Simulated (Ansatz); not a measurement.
# N, space group P6_3/mmc: a frozen displacement of one atom

Computed with Ansatz's Python interface.

Notebook, run cell by cell (the value of a cell's last expression is shown):

```python
import ansatz as az
import numpy as np
```

```python
vectors = np.array([
    [4.16723281, 0.0, 0.0],
    [-2.08361641, 3.60892948, 0.0],
    [0.0, 0.0, 7.00600351],
])
cell = (
    az.Lattice.of(vectors)
    .atom("N", (1 / 3, 2 / 3, 0.32893004))
    .atom("N", (1 / 3, 2 / 3, 0.17106996))
    .atom("N", (2 / 3, 1 / 3, 0.82893004))
    .atom("N", (2 / 3, 1 / 3, 0.67106996))
)

[site.symbol for site in cell.resolved().sites]
```

    ['N', 'N', 'N', 'N']

```python
inverse = np.linalg.inv(np.array(cell.lattice.vectors))
home = np.array(cell.sites[1].position)
values = np.linspace(-0.05, 0.05, 5)
energies, pulls = [], []
for shift in values:
    moved = cell.move(1, to=home + shift * inverse[1])
    setup = (
        moved.calculation()
        .functional("PBEsol")
        .basis(420)
        .accuracy("medium")  # preset for grids and thresholds
        .kpoints(7, 7, 4, center="monkhorst-pack")  # the mesh must be finer for metals
        .occupations(az.OccupationsMethod.FIXED)
        .eigensolver("davidson")
        .scf(lower_state_search="light")
        .forces()
    )
    report = setup.run().report
    energies.append(report["free_energy_ev"])
    pulls.append(report["forces_ev_ang"][1][1])
```

```python
# the force is minus the slope of the free energy
print("shift (A)   dE (eV)   force along y (eV/A)")
for shift, e, f in zip(values, energies, pulls):
    print(f"{shift:8.3f} {e - energies[2]:10.5f} {f:12.4f}")
print(f"stiffness from energies {2 * np.polyfit(values, energies, 2)[0]:.3f}, from forces {-np.polyfit(values, pulls, 1)[0]:.3f} eV/A^2")
```

    shift (A)   dE (eV)   force along y (eV/A)
      -0.050    0.00112       0.0482
      -0.025    0.00026       0.0216
       0.000    0.00000      -0.0000
       0.025    0.00027      -0.0218
       0.050    0.00113      -0.0490
    stiffness from energies 0.910, from forces 0.950 eV/A^2

The curvature of the energy gives 0.910 eV/Å² and the slope of the force 0.950 eV/Å², a positive curvature.

What to keep in mind:
- The settings weren't tested for convergence.
- No spin polarisation was allowed.
- This isn't the structure that N takes at ambient conditions.
- All periodic images of the atom move with it, so the curvature is one diagonal element of the zone-centre force constants and no normal mode; a positive value doesn't exclude soft modes in which several atoms move.
- Timing: 33 s on 1 thread of Arm Neoverse V2, with other jobs on the host, peak memory 0.39 GiB.
